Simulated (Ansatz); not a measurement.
# TaN: stress in a strained cell

Aim: deform TaN (zz strain of -2 %) and compute stress, forces and field gradients with LAPW, PAW and all-electron datasets made for the crystal.

Program: Ansatz 0.2.0. Level of theory: DFT PBEsol, scalar-relativistic. These are calculated values, not measurements.

### 1 The starting structure

The structure is hexagonal, space group P6_3/mmc (No. 194). The conventional cell has a = 3.048 Å, b = 3.048 Å, c = 4.918 Å, α = 90.00°, β = 90.00°, γ = 120.00°. Ta (site symmetry -3m) is surrounded by 6 N at 2.15 Å and 2 Ta at 2.46 Å. Around N (site symmetry -6m2) lie 6 Ta at 2.15 Å.

Structure file:

```xyz
4
Lattice="3.0480 0.0000 0.0000 -1.5240 2.6396 0.0000 0.0000 0.0000 4.9180" Properties=species:S:1:pos:R:3 pbc="T T T"
Ta    0.0000    0.0000    0.0000
Ta    0.0000    0.0000    2.4590
N     0.0000    1.7598    1.2295
N     1.5240    0.8799    3.6885
```

Atoms are numbered in the order of the input: Ta1, Ta2, N3, N4.

### 2 After the deformation

Space group P6_3/mmc before, P6_3/mmc after.

### 3 All-electron LAPW

input.yaml reads:

```yaml
crystal:
  lattice:
    - [3.0480019786, 0.0, 0.0]
    - [-1.5240009893, 2.6396471442, 0.0]
    - [0.0, 0.0, 4.81964]
  atoms:
    - { symbol: Ta, position: [0.0, 0.0, 0.0] }
    - { symbol: Ta, position: [0.0, 0.0, 0.5] }
    - { symbol: "N", position: [0.3333333333, 0.6666666667, 0.25] }
    - { symbol: "N", position: [0.6666666667, 0.3333333333, 0.75] }
kpoints:
  mp_grid: { grid: [11, 11, 6] }
  band_path:
    path:
      - [0.0, 0.0, 0.0]
      - [0.5, 0.0, 0.0]
      - [0.3333333333, 0.3333333333, 0.0]
      - [0.0, 0.0, 0.0]
      - [0.0, 0.0, 0.5]
      - [0.5, 0.0, 0.5]
      - [0.3333333333, 0.3333333333, 0.5]
      - [0.0, 0.0, 0.5]
      - [0.5, 0.0, 0.5]
    npoints: 5
scf:
  occupations: { method: fermi_dirac, width: 0.01 }
hamiltonian:
  xc: pbesol
  pseudopotentials: { kind: all_electron, lapw: { basis_error: 0.001 } }
output:
  forces: true
  stress: true
  eigenvalues: true
```

Started as:

```bash
$ ansatz run input.yaml --threads 1 --pin off --max-ram 4096MiB --backend cpu --events-out ev --progress --plain --runs-dir out
```

### 4 PAW on the default files

input.yaml reads:

```yaml
crystal:
  lattice:
    - [3.0480019786, 0.0, 0.0]
    - [-1.5240009893, 2.6396471442, 0.0]
    - [0.0, 0.0, 4.81964]
  atoms:
    - { symbol: Ta, position: [0.0, 0.0, 0.0] }
    - { symbol: Ta, position: [0.0, 0.0, 0.5] }
    - { symbol: "N", position: [0.3333333333, 0.6666666667, 0.25] }
    - { symbol: "N", position: [0.6666666667, 0.3333333333, 0.75] }
kpoints:
  mp_grid: { grid: [11, 11, 6] }
scf:
  occupations: { method: fermi_dirac, width: 0.01 }
hamiltonian:
  xc: pbesol
  pseudopotentials: { kind: paw }
output:
  forces: true
  stress: true
  eigenvalues: true
  efg: { contact_densities: true }
```

### 5 All-electron PAW on datasets made for the crystal

Edit input.yaml of step 4 so:

```diff
@@ -16,3 +16,3 @@
   xc: pbesol
-  pseudopotentials: { kind: paw }
+  pseudopotentials: { kind: all_electron, datasets: crystal }
 output:
```

(Steps that only read results are left out.)

**Question.** What will these runs give? Wanted: pressure; largest shear or deviatoric stress.

**Answer**, as computed:

| quantity | value |
| --- | --- |
| pressure | LAPW 60.99, PAW 61.78, crystal datasets 60.99 GPa |
| largest shear or deviatoric stress (LAPW) | 64.20 GPa |

In words: The largest part of the stress beyond the pressure is 64.20 GPa in size, in the zz component; the atoms are carried along and not relaxed. No run of the undeformed cell stands beside it, so pressure and stress hold what the given cell had before the change, as far as its symmetry allows. PAW: stress within 1.15 GPa of LAPW. Crystal datasets: stress within 0.01 GPa of LAPW. Spin-orbit coupling is left out, though the cell holds Ta; in elements this heavy it can shift bands and gaps by tenths of an eV.
